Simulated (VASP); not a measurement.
# WS2 (R3m) in VASP: Born charges and dielectric tensor with PBEsol

Aim: the Born charges and dielectric tensor of WS2 with PBEsol.

Everything below comes from runs of VASP 6.6.1. Logs are shortened: lines on timing, memory, paths and dates and some standing lists are left out, and cuts for length are marked.

## (1) Starting point

Symmetry: R3m, No. 160, trigonal system. The conventional cell has a = 3.148 Å, b = 3.148 Å, c = 19.061 Å, α = 90.00°, β = 90.00°, γ = 120.00°. Around W (site symmetry 3m) lie 6 S at 2.40 Å. Around S (site symmetry 3m) lie 3 W at 2.40 Å. Around S (site symmetry 3m) lie 3 W at 2.40 Å.

Measurements of this composition are mostly on another form, of space group No. 194.

## (2) Born charges and dielectric tensor, PBEsol

File INCAR:

```
  PREC = Accurate
  ENCUT = 520
  EDIFF = 1E-8
  ISMEAR = 0
  SIGMA = 0.02
  LREAL = False
  LASPH = True
  NELM = 80
  ALGO = Normal
  ISIF = 2
  LWAVE = False
  LCHARG = False
  GGA = PS
  LEPSILON = True
  IBRION = 8
  NSW = 1
  KPAR = 4
```

File KPOINTS:

```
regular mesh
0
Gamma
  12 12 12
```

File POSCAR:

```
WS2                                     
1.0
    1.5739876753      0.9087422130      6.3538225867
   -1.5739876753      0.9087422130      6.3538225867
    0.0000000000     -1.8174844158      6.3538225866
  W               S             
     1     2
Direct
     0.0006711593004241    0.0006711593004241    0.0006711593004454
     0.2517833602497674    0.2517833602497674    0.2517833602497461
     0.4162454804498026    0.4162454804498026    0.4162454804498026
```

Potentials or basis: VASP PAW PBE potentials, release 64 (W_sv, S).

Started as:

```
> cat potpaw_PBE.64/W_sv/POTCAR potpaw_PBE.64/S/POTCAR > POTCAR
> mpirun -np 4 vasp_std > vasp.out
```

OUTCAR:

```text
PREC = Accurate
   ENCUT = 520
   EDIFF = 1E-8
   ISMEAR = 0
   LREAL = False
   LASPH = True
   NELM = 80
   ISIF = 2
   GGA = PS
   LEPSILON = True
   IBRION = 8
   NSW = 1

 ion  position               nearest neighbor table
   1  0.001  0.001  0.001-   2 2.40   2 2.40   2 2.40   3 2.40   3 2.40   3 2.40
   2  0.252  0.252  0.252-   1 2.40   1 2.40   1 2.40
   3  0.416  0.416  0.416-   1 2.40   1 2.40   1 2.40

  LATTYP: Found a trigonal (rhomboedric) cell.
 ALAT       =     6.6086542560
 COS(alpha) =     0.8865494545

  Lattice vectors:

 A1 = (   1.5739876753,   0.9087422130,   6.3538225867)
 A2 = (  -1.5739876753,   0.9087422130,   6.3538225867)
 A3 = (   0.0000000000,  -1.8174844158,   6.3538225866)

Analysis of symmetry for initial positions (statically):
=====================================================================
 Subroutine PRICEL returns:
 Original cell was already a primitive cell.

 Routine SETGRP: Setting up the symmetry group for a
 trigonal (rhombohedral) supercell.

 Subroutine GETGRP returns: Found  6 space group operations
 (whereof  6 operations were pure point group operations)
 out of a pool of 12 trial point group operations.

The static configuration has the point symmetry C_3v.

Analysis of symmetry for dynamics (positions and initial velocities):
=====================================================================
 Subroutine PRICEL returns:
 Original cell was already a primitive cell.

 Routine SETGRP: Setting up the symmetry group for a
 trigonal (rhombohedral) supercell.

 Subroutine GETGRP returns: Found  6 space group operations
 (whereof  6 operations were pure point group operations)
 out of a pool of 12 trial point group operations.

The dynamic configuration has the point symmetry C_3v.

 Subroutine INISYM returns: Found  6 space group operations
 (whereof  6 operations are pure point group operations),
 and found     1 'primitive' translations

----------------------------------------------------------------------------------------

                                     Primitive cell

  volume of cell :      54.5291

  direct lattice vectors                    reciprocal lattice vectors
     1.573987675  0.908742213  6.353822587     0.317664495  0.183403681  0.052461857
    -1.573987675  0.908742213  6.353822587    -0.317664495  0.183403681  0.052461857
     0.000000000 -1.817484416  6.353822587     0.000000000 -0.366807363  0.052461857

  length of vectors
     6.608654256  6.608654256  6.608654255     0.370539995  0.370539995  0.370539995

  position of ions in fractional coordinates (direct lattice)
     0.000671159  0.000671159  0.000671159
     0.251783360  0.251783360  0.251783360
     0.416245480  0.416245480  0.416245480

  ion indices of the primitive-cell ions
   primitive index   ion index
                 1           1
                 2           2
                 3           3

----------------------------------------------------------------------------------------

 KPOINTS: regular mesh

Automatic generation of k-mesh.
 Grid dimensions read from file:
 generate k-points for:   12   12   12

 Generating k-lattice:

  Cartesian coordinates                     Fractional coordinates (reciprocal lattice)
[... 646 lines left out ...]
------------------------ aborting loop because EDIFF is reached ----------------------------------------

 PIEZOELECTRIC TENSOR FIELD DIRECTION 3  (e Angst)
 -----------------------------------------------------------------------------
    -0.01238 -0.00000  0.00000           ( -0.00043  0.00000  0.00000)
     0.00000 -0.01238  0.00000           (  0.00000 -0.00043  0.00000)
    -0.00000  0.00000  0.14294           (  0.00000  0.00000  0.00007)

 PIEZOELECTRIC TENSOR FIELD DIRECTION 3  (C/m^2)
 -----------------------------------------------------------------------------
    -0.00364 -0.00000  0.00000
     0.00000 -0.00364  0.00000
    -0.00000  0.00000  0.04200

[... ionic steps 4 to 9 ...]

--------------------------------------- Ionic step       10  -------------------------------------------

------------------------ aborting loop because EDIFF is reached ----------------------------------------

[... ionic steps 11 to 11 ...]

--------------------------------------- Ionic step       12  -------------------------------------------

 Free energy of the ion-electron system (eV)
  ---------------------------------------------------
  ---------------------------------------------------
  free energy    TOTEN  =        -0.13494546 eV

  energy without entropy =       -0.13494546

------------------------ aborting loop because EDIFF is reached ----------------------------------------

 INTERNAL STRAIN TENSOR  FOR ION    3  DIRECTION 3   (eV/Angst):
 -----------------------------------------------------------------------------
   -11.57671  0.00000 -0.00000
     0.00000-11.57671 -0.00000
     0.00000 -0.00000-31.35497

 MACROSCOPIC STATIC DIELECTRIC TENSOR (including local field effects in DFT)
 ------------------------------------------------------
          13.406236     0.000000     0.000000
           0.000000    13.406236     0.000000
           0.000000     0.000000     5.544764
 ------------------------------------------------------

 PIEZOELECTRIC TENSOR (including local field effects)  for field in x, y, z        (e  Angst)
          XX          YY          ZZ          XY          YZ          ZX
  --------------------------------------------------------------------------------
  x     0.00000     0.00000     0.00000     1.20141     0.00000     0.04881
  y     1.20141    -1.20141     0.00000     0.00000     0.04881     0.00000
  z    -0.01238    -0.01238     0.14294     0.00000     0.00000     0.00000

 PIEZOELECTRIC TENSOR (including local field effects)  for field in x, y, z        (C/m^2)
          XX          YY          ZZ          XY          YZ          ZX
  --------------------------------------------------------------------------------
  x     0.00000     0.00000     0.00000     0.35300     0.00000     0.01434
  y     0.35300    -0.35300     0.00000     0.00000     0.01434     0.00000
  z    -0.00364    -0.00364     0.04200     0.00000     0.00000     0.00000

 BORN EFFECTIVE CHARGES (including local field effects) (in |e|, cummulative output)
 ---------------------------------------------------------------------------------
 ion    1
    1    -0.60863     0.00000     0.00000
    2     0.00000    -0.60863    -0.00000
    3     0.00000    -0.00000    -0.41442
 ion    2
    1     0.30771     0.00000     0.00000
    2     0.00000     0.30771     0.00000
    3     0.00000     0.00000     0.23188
 ion    3
    1     0.30092     0.00000     0.00000
    2     0.00000     0.30092     0.00000
    3     0.00000     0.00000     0.18254

 INTERNAL STRAIN TENSOR FOR ION    3 for displacements in x,y,z  (eV/Angst):
          X           Y           Z          XY          YZ          ZX
  --------------------------------------------------------------------------------
  x    -0.00000     0.00000     0.00000     3.71101     0.00000   -15.57213
  y     3.71101    -3.71101    -0.00000    -0.00000   -15.85840    -0.00000
  z   -11.57671   -11.57671   -31.35497     0.00000    -0.00000     0.00000

 SECOND DERIVATIVES (NOT SYMMETRIZED)
 ------------------------------------
               1X          1Y          1Z          2X          2Y          2Z          3X          3Y          3Z
  1X   -21.895769    0.000000    0.000000   10.946465    0.000000    0.000000   10.949304   -0.000000    0.000000
  1Y     0.000000  -21.895769   -0.000000    0.000000   10.946465    0.000000    0.000000   10.949304    0.000000
  1Z     0.000000   -0.000000  -33.091945    0.000000    0.000000   16.590075    0.000000    0.000000   16.501871
  2X    10.941088    0.000000    0.000000  -10.630515    0.000000   -0.000000   -0.310573   -0.000000   -0.000000
  2Y    -0.000000   10.941088    0.000000    0.000000  -10.630515   -0.000000    0.000000   -0.310573    0.000000
  2Z     0.000000    0.000000   16.597851    0.000000   -0.000000  -18.536083    0.000000    0.000000    1.938232
  3X    10.942659    0.000000   -0.000000   -0.309882    0.000000    0.000000  -10.632778    0.000000    0.000000
  3Y     0.000000   10.942659    0.000000   -0.000000   -0.309882    0.000000    0.000000  -10.632778   -0.000000
  3Z     0.000000    0.000000   16.492904    0.000000    0.000000    1.939930    0.000000   -0.000000  -18.432835

 Eigenvectors and eigenvalues of the dynamical matrix
 ----------------------------------------------------

   1 f  =   13.042619 THz    81.949190 2PiTHz  435.054931 cm-1    53.939913 meV
             X         Y         Z           dx          dy          dz
      0.000000  0.000000  0.012793    -0.000000   -0.000000   -0.508301
      0.000000  0.000000  4.799360     0.000000    0.000000    0.630532
      0.000000  0.000000  7.934250     0.000000    0.000000    0.586565
[... 43 lines left out ...]
   9 f/i=    0.001276 THz     0.008015 2PiTHz    0.042551 cm-1     0.005276 meV
             X         Y         Z           dx          dy          dz
      0.000000  0.000000  0.012793    -0.827816   -0.236641   -0.000000
      0.000000  0.000000  4.799360    -0.345816   -0.098856   -0.000000
      0.000000  0.000000  7.934250    -0.345814   -0.098855   -0.000000

--------------------------------------------------------------------------------------------------------

 MACROSCOPIC STATIC DIELECTRIC TENSOR IONIC CONTRIBUTION
 ------------------------------------------------------
           0.056159    -0.000000     0.000000
          -0.000000     0.056159     0.000000
           0.000000     0.000000     0.017411
 ------------------------------------------------------

 ELASTIC MODULI CONTR FROM IONIC RELAXATION (kBar)
 Direction    XX          YY          ZZ          XY          YZ          ZX
 --------------------------------------------------------------------------------
 XX        -454.7825   -315.8770  -1044.1367      0.0000      7.0343     -0.0000
 YY        -315.8770   -454.7825  -1044.1367     -0.0000     -7.0343      0.0000
 ZZ       -1044.1367  -1044.1367  -2829.3216      0.0000     -0.0000     -0.0000
 XY           0.0000     -0.0000      0.0000    -69.4527      0.0000      5.9644
 YZ           7.0343     -7.0343     -0.0000      0.0000  -1426.4440     -0.0000
 ZX          -0.0000      0.0000     -0.0000      5.9644     -0.0000  -1382.6996
 --------------------------------------------------------------------------------

 PIEZOELECTRIC TENSOR IONIC CONTR  for field in x, y, z        (C/m^2)
          XX          YY          ZZ          XY          YZ          ZX
  --------------------------------------------------------------------------------
  x    -0.00000     0.00000    -0.00000     0.05873    -0.00000     0.00351
  y     0.05873    -0.05873     0.00000    -0.00000     0.00273     0.00000
  z     0.00798     0.00798     0.02173     0.00000     0.00000    -0.00000
```

Run time: 48 min. Hardware: 4 MPI ranks of Intel Xeon 6975P-C (Granite Rapids), shared host; peak memory 1.9 GiB.

Results:

```yaml
Band_gap_on_the_k_mesh: 1.15 eV, indirect (least direct gap 1.93 eV)
Electronic_dielectric_tensor_diagonal: 13.41, 13.41, 5.54
Born_charges_mean_of_the_diagonal: W -0.54; S +0.28, +0.26 e
Highest_phonon_frequency_at_Γ_LO-TO_splitting_left_out: 435 cm⁻¹
```

Levels at points of the mesh, in eV from the valence-band top:
| k point | band 10 | band 11 | band 12 | band 13 | band 14 | band 15 | band 16 | band 17 |
| --- | --- | --- | --- | --- | --- | --- | --- | --- |
| (0.00, 0.00, 0.00) | -2.11 | -2.11 | -1.66 | -1.13 | 2.42 | 2.42 | 2.67 | 2.67 |
| (0.50, 0.00, 0.00) | -3.99 | -2.51 | -1.66 | -1.58 | 2.49 | 2.76 | 3.74 | 4.13 |
| (0.50, 0.50, 0.00) | -3.94 | -2.99 | -1.79 | -1.43 | 2.46 | 2.91 | 3.35 | 4.49 |
| (0.50, 0.50, 0.50) | -3.38 | -2.09 | -2.09 | 0.00 | 2.48 | 2.48 | 2.58 | 2.58 |

Phonon frequencies in cm⁻¹ (negative: imaginary):
```csv
q point,frequencies
"(0.000, 0.000, 0.000)",0 0 0 296 296 354 354 416 435
```

Electronic dielectric tensor:
```
13.41  0.00  0.00
 0.00 13.41  0.00
 0.00  0.00  5.54
```

Born effective charge tensors (e):
atom 1, W
```
-0.61  0.00  0.00
 0.00 -0.61  0.00
 0.00  0.00 -0.41
```
atom 2, S
```
0.31 0.00 0.00
0.00 0.31 0.00
0.00 0.00 0.23
```
atom 3, S
```
0.30 0.00 0.00
0.00 0.30 0.00
0.00 0.00 0.18
```

Caveat: spin-orbit coupling is left out, which moves the levels of the heavy elements. A k mesh can miss the band edges.
